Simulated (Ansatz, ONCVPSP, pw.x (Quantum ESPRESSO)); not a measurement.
## pw.x on sc W: one setting changed

Potential: optimised norm-conserving Vanderbilt (ONCV), ONCVPSP 4.0.1.1 (patched build), PBE; core [Kr] 4d10 4f14, reference 5s2 5p6 5d4 6s2; waves: 5s+6s: rc 1.75 bohr, ncon 3, nbas 7, qcut 7.1 1/bohr, 2 projectors; 5p: rc 1.70 bohr, ncon 3, nbas 8, qcut 6.9 1/bohr, 3 projectors, debl 1.9 Ha; 5d: rc 1.70 bohr, ncon 4, nbas 7, qcut 6.2 1/bohr, 2 projectors, debl 2.2 Ha; local part: polynomial inside 1.10 bohr (lpopt 4, dvloc0 0 Ha); core correction: polynomial model core, fcfact 0.55.

The reference run (k-mesh 12³, cutoffs 50/200 Ry, Fermi–Dirac 0.01 Ry, mixing_beta 0.4, conv_thr 1e-9, no spin) gives -5.13 GPa at 18.539 Å³/atom, where all-electron LAPW gives -2.09 GPa. This run, with its own iteration cap, changes smearing to mv.

```
&control
  calculation='scf', prefix='x', pseudo_dir='./', outdir='./tmp', tstress=.true., disk_io='none'
/
&system
  ibrav=0, nat=1, ntyp=1, ecutwfc=50, ecutrho=200, nbnd=15,
  occupations='smearing', smearing='mv', degauss=0.01
/
&electrons
  conv_thr=1e-09, mixing_beta=0.4, electron_maxstep=60
/
ATOMIC_SPECIES
W 1.0 W.UPF
CELL_PARAMETERS angstrom
  2.64664343 0.00000000 0.00000000
  0.00000000 2.64664343 0.00000000
  0.00000000 0.00000000 2.64664343
ATOMIC_POSITIONS crystal
W 0.0000 0.0000 0.0000
K_POINTS automatic
12 12 12 0 0 0
```

```bash
pw.x < W.scf.in > W.scf.out
```

How does the run end?

It converges in 8 iterations; the free energy moves by +18.1 meV/atom and the pressure by -0.19 GPa. This scheme is built to cancel the term in the square of the width that Fermi–Dirac smearing leaves in the F of a metal.

```
Message from routine setup:
     using ibrav=0 with symmetry is DISCOURAGED, use correct ibrav instead
     lattice parameter (alat)  =       5.0014  a.u.
     unit-cell volume          =     125.1074 (a.u.)^3
     number of electrons       =        14.00
     number of Kohn-Sham states=           15
     kinetic-energy cutoff     =      50.0000  Ry
     charge density cutoff     =     200.0000  Ry
     scf convergence threshold =      1.0E-09
     Exchange-correlation= PBE
     number of k points=    84  Marzari-Vanderbilt smearing, width (Ry)=  0.0100
     iteration #  1     ecut=    50.00 Ry     beta= 0.40
     total energy              =    -171.44326619 Ry
     estimated scf accuracy    <       0.02300399 Ry
     iteration #  2     ecut=    50.00 Ry     beta= 0.40
     total energy              =    -171.44394564 Ry
     estimated scf accuracy    <       0.00475184 Ry
     iteration #  3     ecut=    50.00 Ry     beta= 0.40
     total energy              =    -171.44422782 Ry
     estimated scf accuracy    <       0.00047670 Ry
     [... 2 iterations left out ...]
     iteration #  6     ecut=    50.00 Ry     beta= 0.40
     total energy              =    -171.44424797 Ry
     estimated scf accuracy    <       0.00000002 Ry
     iteration #  7     ecut=    50.00 Ry     beta= 0.40
     total energy              =    -171.44424798 Ry
     estimated scf accuracy    <          1.4E-09 Ry
     iteration #  8     ecut=    50.00 Ry     beta= 0.40
     the Fermi energy is    18.6149 ev
!    total energy              =    -171.44424798 Ry
     estimated scf accuracy    <          6.5E-11 Ry
     smearing contrib. (-TS)   =      -0.00028902 Ry
     The total energy is F=E-TS. E is the sum of the following terms:
     one-electron contribution =     -27.50657850 Ry
     hartree contribution      =      20.77370535 Ry
     xc contribution           =     -53.52085234 Ry
     ewald contribution        =    -111.19023346 Ry
     convergence has been achieved in   8 iterations
          total   stress  (Ry/bohr**3)                   (kbar)     P=      -53.21
     Message from routine punch:
     Nothing written, as per user request (disk_io='none')
```

The run took about 17 s on one core of a shared host (Neoverse-N1, 64 threads, 124 GiB, load 56).
